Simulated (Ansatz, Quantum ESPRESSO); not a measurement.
# CdS [001], wurtzite: uniaxial strain and lateral response

The c axis is held at a set length while the cell relaxes sideways. How do the lateral strain and the stress follow? The strained cell has c along the load; unstrained it is a = 4.1242 Å, b = 4.1242 Å, c = 6.7098 Å, α = 90.00°, β = 90.00°, γ = 120.00°, with 4 atoms.

Calculated with Ansatz 0.2.0, PBEsol, PAW files of the set soft_1, cutoff 600 eV, Fermi–Dirac smearing 0.02 eV, k-mesh 8×8×4, no spin polarisation, no spin-orbit coupling.

Relaxed positions at 0 %:

```csv
atom,x,y,z
Cd,0.3333,0.6667,0.9999
Cd,0.6667,0.3333,0.4999
S,0.6667,0.3333,0.1234
S,0.3333,0.6667,0.6234
```

```csv
ε_c (%),a (Å),c (Å),ε_a (%),"σ (GPa, tension positive)"
−3,4.1654,6.5085,0.997,−1.82
−1,4.1377,6.6427,0.326,−0.66
0,4.1242,6.7098,0.000,−0.01
1,4.1107,6.7769,−0.329,0.66
2,4.0984,6.8440,−0.627,1.37
3,4.0850,6.9111,−0.952,2.07
```

**Question.** Fit both responses and give the free strain and the stress at −2 %, a row left out above.

Least squares with y = y0 + y1 ε + y2 ε² (ε in %) gives ε_a = −0.001 + (−0.3240) ε + (0.0028) ε² and σ = −0.01 + (0.651) ε + (0.015) ε² GPa. The linear terms put the ratio of free to applied strain at −0.324 and the Young modulus at 65 GPa.

At −2 % the free strain comes out as 0.659 %. The run itself gives 0.667 %, so the estimate misses by 0.008 %; the fitted rows themselves lie up to 0.011 % off the law.

The stress comes out as −1.25 GPa. The run itself gives −1.24 GPa, so the estimate misses by 0.01 GPa, a rounding's worth.

The positive ε² term means that the crystal stiffens in tension.

The same fit over all rows at other levels or in other programs gives the strain ratio = −0.336 with PBEsol (Quantum ESPRESSO, GBRV).

[Logs are printed without paths, hosts, clocks, repeated set-up lines and the standing remarks that a program may print on its own settings, such as how far it seeks lower states.]
